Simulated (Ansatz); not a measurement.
```yaml
crystal:
  lattice:
    - [0.0, 2.2656375687, 2.2656375687]
    - [2.2656375687, 0.0, 2.2656375687]
    - [2.2656375687, 2.2656375687, 0.0]
  atoms:
    - { symbol: Mg, position: [0.0, 0.0, 0.0] }
basis:
  ecutwfc: 420
  ecutrho_ratio: 4
kpoints:
  mp_grid: { grid: [16, 16, 16] }
hamiltonian:
  xc: pbe
scf:
  occupations: { method: gaussian, width: 0.05 }
output:
  forces: true
  stress: true
  eigenvalues: true
```

What does this Ansatz input ask for?

It asks for a single-point calculation of Mg with PBE (scalar-relativistic), a cutoff of 420 eV (density cutoff 4 times that), a Γ-centred 16×16×16 mesh and Gaussian smearing of 0.05 eV, without spin polarisation. Forces, stress and eigenvalues are wanted.

How large is the problem?

10 valence electrons, 459 plane waves at Γ, 48 symmetry operations and 145 irreducible k-points; it took 6 SCF iterations in all.

At room temperature and ambient pressure Mg is hcp.
